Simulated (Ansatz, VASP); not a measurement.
## TaN: VASP beside Ansatz

```
Ta N
1.0
     2.95020    0.00000    0.00000
    -1.47510    2.55495    0.00000
     0.00000    0.00000    2.89779
Ta N
1 1
Direct
  0.33333 0.66667 0.50000
  0.00000 0.00000 0.00000
```

Alike in both runs: functional PBE; k mesh 21 × 21 × 20; occupations gaussian, width 0.1 eV; no spin polarisation.

Ansatz relaxed the structure, and its values are those at the end. VASP's run is a single point on that final structure, the one shown.

|  | VASP | Ansatz |
| --- | --- | --- |
| version | VASP 6.6.1 | Ansatz 0.2.0 |
| potentials or method | VASP PAW PBE potentials, release 64 (Ta_pv, N) | scalar-relativistic, plane waves, PAW |
| plane-wave cutoff (eV) | 520 | 420 |
| valence electrons in the cell | 16 | 18 |

```csv
,VASP,Ansatz,Ansatz less VASP
gap on the k mesh at the Fermi level (eV),none,none,-
pressure (GPa),0.6,0.0,-0.63
```

A gap of «none» marks a metal or a gap that the smearing closes. With one functional, cell and mesh, what is left measures potentials, basis and numerics. The two sets of potentials don't hold the same shells in valence.

Spin-orbit coupling is left out, which matters for the levels of Ta.
